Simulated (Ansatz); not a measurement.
# Re (P6_3/mmc) in Ansatz: a series of runs, part 2 of 2

Ansatz 0.2.0.

**3. Relaxation of cell and atoms, r2SCAN+D3(BJ)**

input.yaml

```yaml
crystal:
  lattice:
    - [2.7663873939, 0.0, 0.0]
    - [-1.3831936969, 2.3957617598, 0.0]
    - [0.0, 0.0, 8.93884516]
  atoms:
    - { symbol: Re, position: [0.6666666667, 0.3333333333, 0.75] }
    - { symbol: Re, position: [0.0, 0.0, 0.5] }
    - { symbol: Re, position: [0.3333333333, 0.6666666667, 0.25] }
    - { symbol: Re, position: [0.0, 0.0, 0.0] }
hamiltonian:
  xc: r2scan
  pseudopotentials: { kind: paw }
  dispersion: d3bj
kpoints:
  mp_grid: { grid: [11, 11, 3] }
scf:
  occupations: { method: fermi_dirac, width: 0.05 }
output:
  forces: true
  stress: true
  write_density: true
  write_potential: true
  elf: true
  volumetric_format: npy
relax:
  f_tol: 0.01
  max_steps: 40
  cell: { stress_tol: 0.05 }
```

Potentials or basis: Ansatz PAW.

Run with:

```bash
$ ansatz run input.yaml --threads 2 --pin off --max-ram 5120MiB --backend cpu --events-out ev --progress --plain --runs-dir out
```

Log:

```text
Warning: the engine holds no damping parameters fitted to this dispersion correction and functional, so the run takes those fitted to r2scan beside the three-body term, which d3bj leaves out (hamiltonian.dispersion, under Limitations)
Warning: RAYON_NUM_THREADS=2 ignored (pool sized by the plan → 2); use --threads N
Engine: ansatz 0.2.0, aarch64-unknown-linux-gnu
Pseudopotentials: kind: paw
Pseudopotential: Re, paw, valence charge 15, recommended cutoff 500 eV (meta_gga), Re.paw.azcp
Functional definition: r2SCAN
  parameter k0 = 0.174
  parameter k1 = 0.065
  parameter a1 = 4.9479
  exchange = r2scan_x(k0 = k0, k1 = k1, a1 = a1)
  correlation = r2scan_c
Crystal: 4 atoms, lattice volume = 59.243 Å³
Basis set: ecut = 500 eV, 1461 PW (Γ), exchange–correlation on 96×96×288 points (64 copies of the dense FFT grid, shifted against one another)
Bands: 36, of which v1, the nominal top of the filled ones, is band 30 counted from 1 (29 counted from 0)
Symmetry: 24 space group operations
Space group: P63/mmc (ITA 194), of the structure as read, at distance tolerance 3.9e-5 Å
k-points: 32 of 363
Non-local potential: Re, projectors of the file, l = 0: 3, l = 1: 2, l = 2: 2, l = 3: 1
PAW form: soft (Blöchl's): semilocal exchange-correlation on the pseudo side does not see the compensation charge
PAW frozen core: Re, regenerated for the run's functional (the file was generated under x = pbe(κ = 0.804, μ = 0.2195149727645171), c = pbe(β = 0.06672455060314922))
PAW one-centre angular grid: Re, 590 points (default); XC on 160 Gauss nodes
Initial density: superposition of atomic densities (neutral atoms: chi_scale 0, normalization atom), corrected by the library's trained network
Initial wavefunctions: pseudopotential atomic-orbital guess
Functional: x = r2scan, c = r2scan; τ floored in thin density (d = 2e-4 eV/Å³)
SCF iter   1: F=—  HF=-43524.420048 eV  |F-HF|=—  |Δ(HF+E_count)|=         —  Δρ=1.13e-2  dr2=4.54e-2  dr2_τ=3.24e-1  ethr=1.77e-3  ⟨swp⟩=5.8  Hψ=4142  notcnv=0
preconditioner: auto → Kerker (q_TF=auto, 2.734 Å⁻¹)  [metal: Δε(μ)=0.011 eV  Ē_g=5.710 eV  σ=0.050 eV  W_gap=0.05  n_scr=24 (ndim 8)  ℏωp=25.5 eV  f_vac=0.000  D(μ)=2.88/eV (n_scr^D=26)]
SCF iter   2: F=—  HF=-43524.479683 eV  |F-HF|=—  |Δ(HF+E_count)|=   5.96e-2  Δρ=6.15e-3  dr2=1.25e-2  dr2_τ=2.34e-3  ethr=7.56e-5  ⟨swp⟩=2.0  Hψ=2030  notcnv=0  defer=17
SCF iter   3: F=—  HF=-43524.483787 eV  |F-HF|=—  |Δ(HF+E_count)|=   4.10e-3  Δρ=2.56e-3  dr2=2.45e-3  dr2_τ=7.05e-4  ethr=2.08e-5  ⟨swp⟩=2.0  Hψ=1574  notcnv=0  defer=17
SCF iter   4: F=—  HF=-43524.484736 eV  |F-HF|=—  |Δ(HF+E_count)|=   9.49e-4  Δρ=4.51e-4  dr2=1.26e-4  dr2_τ=1.41e-5  ethr=4.08e-6  ⟨swp⟩=2.0  Hψ=1586  notcnv=0  defer=17
SCF iter   5: F=—  HF=-43524.484773 eV  |F-HF|=—  |Δ(HF+E_count)|=   3.70e-5  Δρ=7.08e-5  dr2=3.26e-6  dr2_τ=7.47e-7  ethr=2.10e-7  ⟨swp⟩=2.0  Hψ=1573  notcnv=0  defer=17
SCF iter   6: F=—  HF=-43524.484770 eV  |F-HF|=—  |Δ(HF+E_count)|=   3.30e-6  Δρ=1.42e-5  dr2=1.71e-7  dr2_τ=2.98e-8  ethr=5.44e-9  ⟨swp⟩=2.0  Hψ=1627  notcnv=0  defer=17
SCF iter   7: F=-43524.484770 eV  HF=-43524.484770 eV  |F-HF|=1.26e-9  |Δ(HF+E_count)|=   1.56e-8  Δρ=2.97e-6  dr2=5.73e-9  dr2_τ=6.26e-10  ethr=1.67e-10  ⟨swp⟩=7.4  Hψ=6520  notcnv=0
SCF 1 converged in 7 iterations: F = -43524.484770 eV  dr2 = 5.73e-9
[... 43 lines left out ...]
SCF iter   3: F=—  HF=-43524.505570 eV  |F-HF|=—  |Δ(HF+E_count)|=   1.03e-8  Δρ=3.29e-6  dr2=1.27e-8  dr2_τ=3.81e-9  ethr=9.13e-11  ⟨swp⟩=2.5  Hψ=1876  notcnv=0
SCF iter   4: F=—  HF=-43524.505570 eV  |F-HF|=—  |Δ(HF+E_count)|=  7.57e-10  Δρ=1.33e-6  dr2=4.95e-10  dr2_τ=5.65e-11  ethr=2.12e-11  ⟨swp⟩=1.7  Hψ=1320  notcnv=0
SCF iter   5: F=-43524.505570 eV  HF=-43524.505570 eV  |F-HF|=7.28e-12  |Δ(HF+E_count)|=  2.18e-11  Δρ=2.29e-7  dr2=2.18e-11  dr2_τ=1.48e-11  ethr=1.00e-12  ⟨swp⟩=4.3  Hψ=5722  notcnv=0
SCF 5 converged in 5 iterations: F = -43524.505570 eV  dr2 = 2.18e-11
relax step   5: F+E_penalty+E_count = -43524.50557016 eV  Δ(F+E_penalty+E_count) = +2.133e-4 eV  max|allowed force component| = 6.014e-17 eV/Å  Δτ_max = 0.0000 Å  P = +0.013 GPa  Ω = 58.242 Å³  stress off target by 2.34e-2 GPa  SCF on the basis re-selected at this cell (its energy is not comparable with the rows above)  (5 SCF iters)
basis re-selected at this cell: Δ(F+E_penalty+E_count) = +2.133e-4 eV, ΔP = -0.005 GPa vs the last step (what re-selecting the basis moved, of the pressure what is left beyond the Pulay correction that the steps carried, after the strain that the cell walked since its last selection, with what the two solves' SCF thresholds leave and, on support functions, any second-order correction that the steps lacked; it is no measure of the basis error at this ecutwfc). This SCF's stress stands 2.34e-2 GPa from its target on what of the cell is left free (relax.cell.stress_tol is 5.00e-2 GPa) and its largest allowed force component is 6.01e-17 eV/Å (relax.f_tol is 1.00e-2 eV/Å): within both
SCF converged after 5 iterations
Free energy (F): -43524.505570 eV
Harris-Foulkes:  -43524.505570 eV  (|F-HF|=7.28e-12)
Internal energy: -43524.482961 eV  (E = F + TS)
E sigma→0 (E₀):  -43524.494265 eV
Entropy (-TS):   -0.022610 eV (-5.652 meV/atom)
Fermi energy:    24.190656 eV
--- Per-component energies (eV) ---
  E_band       = -331.890241
  E_kinetic    = 2170.227098
  E_local      = -2999.991955  (includes V_loc(G=0)·N_el)
  E_nonlocal   = 197.427058
  E_hartree    = 1080.995953
  E_xc         = -1548.982301
  E_vxc        = -1364.713131  (∫ρ·V_xc dr)
  E_paw        = -34756.877521  (= ΣΔE_a)
  E_vpaw       = -568.081848  (= ΣTr[D̂ρ^β])
  E_aug_tail   = -0.000136  (compensation charges beyond the density's cutoff)
  E_vtau       = 71.250770  (kinetic-family band-sum trace: ∫τ·v_τ [+ j·A + Jᵃ·Aᵃ] dr)
  E_ewald      = -7664.154609
  E_disp       = -1.243066  (pairwise vdW)
  E_core_change = -1.883482  (= ΣΔE_core)
  E_smearing   = -0.022610  (= −TS)
  E_closure    = 0.000000  (closes the sum)
  Σ components = -43524.505570   (vs F -43524.505570, Δ=0.00e0)
--- Forces (eV/Å), atoms counted from 1 ---
  atom   1  Re    -0.00000000    -0.00000000    -0.00000000
  atom   2  Re     0.00000000     0.00000000     0.00000000
  atom   3  Re     0.00000000     0.00000000     0.00000000
  atom   4  Re     0.00000000     0.00000000     0.00000000
  max |Σ_I F_I| component: 1.85e-17 eV/Å
--- Stress (GPa, compression-positive) ---
        0.007508       0.000000       0.000000
        0.000000       0.007508       0.000000
        0.000000       0.000000       0.023449
  P = ⅓ Tr σ = 0.0128 GPa (0.128 kbar)
--- Band table (eV; the first three rows and the last of 32) ---
  k-point 0: bands = ["-57.6306", "-57.5768", "-57.5356", "-57.4811", "-19.5998", "-18.9802", "-18.8836", "-18.4102", "-18.4102", "-18.3185", "-18.3185", "-18.3126", "-18.3126", "-18.2195", "-18.2195", "-18.2145", "13.6734", "16.1270", "16.1983", "17.0916", "21.4565", "21.5574", "22.1866", "22.1866", "22.2083", "22.2083", "22.4398", "22.9100", "22.9100", "23.0193", "23.0193", "24.5997", "24.9331", "24.9331", "25.8412", "25.8412"]
  k-point 1: bands = ["-57.6215", "-57.5975", "-57.5147", "-57.4904", "-19.5134", "-19.2740", "-18.5775", "-18.3976", "-18.3976", "-18.3631", "-18.3631", "-18.3134", "-18.2677", "-18.2677", "-18.2324", "-18.2324", "14.0231", "14.9731", "16.9345", "17.1001", "21.7235", "22.2110", "22.2217", "22.2991", "22.2991", "22.3334", "22.3334", "22.7258", "22.7258", "22.8076", "22.8076", "23.7256", "25.2359", "25.2359", "25.7029", "25.7029"]
  k-point 2: bands = ["-57.6212", "-57.5698", "-57.5286", "-57.4766", "-19.5649", "-18.9896", "-18.8971", "-18.4914", "-18.4364", "-18.3800", "-18.3721", "-18.3379", "-18.3319", "-18.3035", "-18.2317", "-18.2285", "14.0348", "16.4594", "16.5279", "17.4315", "21.0259", "21.3237", "21.8625", "21.8911", "22.2054", "22.4394", "22.4726", "23.0046", "23.1639", "23.2266", "23.3053", "23.6200", "24.5463", "24.6459", "26.0335", "26.2850"]
  k-point 31: bands = ["-57.4794", "-57.4788", "-57.4364", "-57.4358", "-19.3090", "-19.3051", "-19.2304", "-19.1701", "-19.0331", "-19.0190", "-18.9296", "-18.8503", "-18.6504", "-18.6002", "-18.5495", "-18.4722", "18.7300", "18.7961", "19.3652", "19.3809", "19.8266", "20.0452", "20.2636", "20.4946", "21.5213", "21.8218", "21.8609", "22.2199", "23.9651", "24.1870", "25.3935", "25.7501", "27.3821", "27.6859", "27.9146", "28.1481"]
--- Relaxed structure (4 steps of the walk, 3 accepted, 1 SCFs on fresh bases) ---
  F+E_penalty+E_count = -43524.50557016 eV   max|allowed force component| = 6.014e-17 eV/Å   (the final SCF, on the basis selected at the relaxed cell)
  cell:  # Å, volume = 58.2420 Å³
    - [2.749149909683034, -2.8687589324703656e-11, 0.0]
    - [-1.3745749548166726, 2.3808336606115463, 0.0]
    - [0.0, 0.0, 8.898332670343162]
  atoms:
    - { symbol: Re, position: [0.6666666666666667, 0.33333333333333326, 0.7499999999999999] }
    - { symbol: Re, position: [1.2295888227139725e-34, 5.537214009872623e-35, 0.49999999999999994] }
    - { symbol: Re, position: [0.3333333333333332, 0.6666666666666666, 0.24999999999999997] }
    - { symbol: Re, position: [1.1521709043524062e-34, 5.076651785992072e-35, 0.0] }
```

v_z.tsv:

```text
# z_ang	v_es[eV]	v_tot[eV]
# format = ansatz-planar-average/11
# xc	r2scan
# density_cutoff_ev	2000
# datasets	Re=:simpson_from_first_knot:soft:shift=0
# lattice	2.749149910	-0.000000000	0.000000000
# lattice	-1.374574955	2.380833661	0.000000000
# lattice	0.000000000	0.000000000	8.898332670
# sites	4
# site	75	1.374574955	0.793611220	6.673749503
# site	75	0.000000000	0.000000000	4.449166335
# site	75	0.000000000	1.587222440	2.224583168
# site	75	0.000000000	0.000000000	0.000000000
0.000000	-4.382707e-1	-2.063321e1
0.123588	1.921277e-1	-1.974192e1
0.247176	2.010043e0	-1.715240e1
0.370764	4.830543e0	-1.313152e1
0.494352	8.409795e0	-8.036713e0
0.617940	1.242617e1	-2.562895e0
[... 64 lines left out ...]
8.651157	2.010043e0	-1.715240e1
8.774745	1.921277e-1	-1.974192e1
```

Wall time 22 s (2 threads of Arm Neoverse V1, shared host); peak memory 0.61 GiB.

Results:

- Free energy: -43524.5056 eV
- Relaxed volume: 14.56 Å³/atom
- Relaxed cell: a = 2.749 Å, b = 2.749 Å, c = 8.898 Å, α = 90.00°, β = 90.00°, γ = 120.00°
- Space group after relaxing (to 0.05 Å): P6_3/mmc (No. 194)
- Energy gained by relaxing: 5.2 meV/atom
- Ionic steps: 4
- Pressure after relaxing: 0.0 GPa
- Band gap on the k mesh: none (metal or under the smearing width)

The path:
```csv
step,energy change (eV),largest force (eV/Å),volume (Å³)
1,0.0000,0.0000,59.24
2,-0.0209,0.0000,58.32
3,-0.0210,0.0000,58.24
4,-0.0208,0.0000,58.24
```

Final structure:
```
Re
1.0
     2.74915    0.00000    0.00000
    -1.37457    2.38083    0.00000
     0.00000    0.00000    8.89833
Re
4
Direct
  0.66667 0.33333 0.75000
  0.00000 0.00000 0.50000
  0.33333 0.66667 0.25000
  0.00000 0.00000 0.00000
```

Levels at points of the mesh, in eV from the Fermi level:
```
           k point  band 26  band 27  band 28  band 29  band 30  band 31  band 32  band 33  band 34  band 35
(0.00, 0.00, 0.00)    -1.98    -1.75    -1.28    -1.28    -1.17    -1.17     0.41     0.74     0.74     1.65
```

Caveat: the plane-wave basis is chosen anew once the cell has moved, so the energies of steps on either side of that aren't comparable; pairwise dispersion overbinds metals, which lowers pressure and volume; the PAW data sets come from PBE, with cores solved anew for the run's functional, which leaves a small shift of forces and pressure; the dispersion damping was fitted for another functional or another form of the correction.

**4. Single point, PBE**

Edit input.yaml of step 3 so:

```diff
@@ -11,5 +11,4 @@
 hamiltonian:
-  xc: r2scan
+  xc: pbe
   pseudopotentials: { kind: paw }
-  dispersion: d3bj
 kpoints:
@@ -18,2 +17,4 @@
   occupations: { method: fermi_dirac, width: 0.05 }
+basis:
+  ecutwfc: "600 eV"
 output:
@@ -21,2 +22,3 @@
   stress: true
+  eigenvalues: true
   write_density: true
@@ -25,5 +27 @@
   volumetric_format: npy
-relax:
-  f_tol: 0.01
-  max_steps: 40
-  cell: { stress_tol: 0.05 }
```

Run with:

```bash
$ ansatz run input.yaml --threads 2 --pin off --max-ram 5120MiB --backend cpu --events-out ev --progress --plain --runs-dir out
```

It took 3.1 s on 2 threads of Arm Neoverse V1, shared host; peak memory 0.45 GiB.

Results (log left out):

```
Free energy            : -43472.3246 eV
Pressure               : 3.3 GPa
Band gap on the k mesh : none (metal or under the smearing width)
```

Stress tensor (GPa, compression positive):
```
3.14 0.00 0.00
0.00 3.14 0.00
0.00 0.00 3.61
```

Levels at points of the mesh, in eV from the Fermi level:
| k point | band 26 | band 27 | band 28 | band 29 | band 30 | band 31 | band 32 | band 33 | band 34 | band 35 |
| --- | --- | --- | --- | --- | --- | --- | --- | --- | --- | --- |
| (0.00, 0.00, 0.00) | -1.87 | -1.62 | -1.20 | -1.20 | -1.09 | -1.09 | 0.49 | 0.65 | 0.65 | 1.51 |

Spin-orbit coupling is left out, which matters for the levels of Re.

**5. The runs side by side**

```csv
task,level,cell,cutoff (eV),gap on the mesh (eV),pressure (GPa),relaxed volume (Å³/atom)
relaxation of cell and atoms,RPBE+D3(BJ),relaxed,420,-,0.0,13.42
relaxation of cell and atoms,r2SCAN+D3(BJ),relaxed,500,none,0.0,14.56
single point,PBE,as given,600,none,3.3,-
```

Alike in all rows: potentials or basis Ansatz PAW; no spin polarisation; k mesh 11 × 11 × 3; smearing fermi-dirac 0.05 eV.

Caveats: the plane-wave basis is chosen anew once the cell has moved, so the energies of steps on either side of that aren't comparable (some runs); the PAW data sets come from PBE, with cores solved anew for the run's functional, which leaves a small shift of forces and pressure (some runs); pairwise dispersion overbinds metals, which lowers pressure and volume (some runs); the dispersion damping was fitted for another functional or another form of the correction (some runs).

Absolute energies hang on the potentials; compare differences alone.
